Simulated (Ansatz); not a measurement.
What a trial cell of ZrB2 relaxes into

All numbers below come from DFT PBE, scalar-relativistic, plane waves, PAW in Ansatz 0.2.0. Cutoff 420 eV, Γ-centred k mesh, Gaussian smearing, no spin polarisation in the final step.

The start is a random cell of ZrB2 with space group Immm (No. 71), drawn with lower limits on the distances.

```xyz
6
Lattice="-1.8439 2.9676 3.6373 1.8439 -2.9676 3.6373 1.8439 2.9676 -3.6373" Properties=species:S:1:pos:R:3 pbc="T T T"
Zr    0.0000    1.9784    0.0000
Zr    0.0000    3.9568    0.0000
B     0.9220    0.7419    0.0000
B     0.9220    2.2257    3.6373
B     2.7659    0.7419    0.0000
B    -0.9220    2.2257    3.6373
```

Steps on the 6×6×6 mesh (6 atoms). 12 of 37 steps are shown, and the free energy counts from the last. Trial steps that were taken back and renewals of the plane-wave basis can be among the rows.

| step | ΔF (meV/atom) | V (Å³/atom) | P (GPa) | largest force component (eV/Å) |
| --- | --- | --- | --- | --- |
| 1 | 5817.6 | 13.27 | 107.90 | 19.438 |
| 4 | 2327.8 | 15.33 | 41.36 | 2.450 |
| 8 | 1003.5 | 15.80 | -1.02 | 1.029 |
| 11 | 490.9 | 13.03 | -2.80 | 0.868 |
| 14 | 280.7 | 12.05 | -0.69 | 0.258 |
| 17 | 274.0 | 12.14 | 0.28 | 0.025 |
| 21 | 145.1 | 12.80 | 0.24 | 0.191 |
| 24 | 113.4 | 13.27 | -0.33 | 0.159 |
| 27 | 34.6 | 13.30 | 1.05 | 0.208 |
| 30 | 31.1 | 13.33 | 0.16 | 0.053 |
| 34 | 0.7 | 13.40 | 0.35 | 0.116 |
| 37 | 0.0 | 13.46 | -0.05 | 0.008 |

A final relaxation ran on a 14×14×14 mesh. The relaxed crystal, Immm (No. 71):

```
Zr B
1.0
    -1.70808    2.51464    4.69505
     1.70808   -2.51464    4.69505
     1.70808    2.51464   -4.69505
Zr B
2 4
Direct
  0.67911 0.67911 0.00000
  0.32089 0.32089 0.00000
  0.74078 0.91111 0.82967
  0.25922 0.08889 0.17033
  0.08144 0.91111 0.17033
  0.91856 0.08889 0.82967
```

```json
{"Volume per atom": "13.44 Å³", "Density": "4.65 g/cm³", "Energy over the elements": "0.12 eV/atom", "Gap on the 14×14×14 mesh": "0 eV (a metal)"}
```

The zero of energy is the elements' standard structures at the same level; no fitted shifts are applied.

The final run used a 14×14×14 mesh on its 6-atom cell and 0.10 eV smearing. The k mesh leaves about 4 meV/atom of noise in metals.

Symmetry constrained the relaxation, so the result can be a saddle point.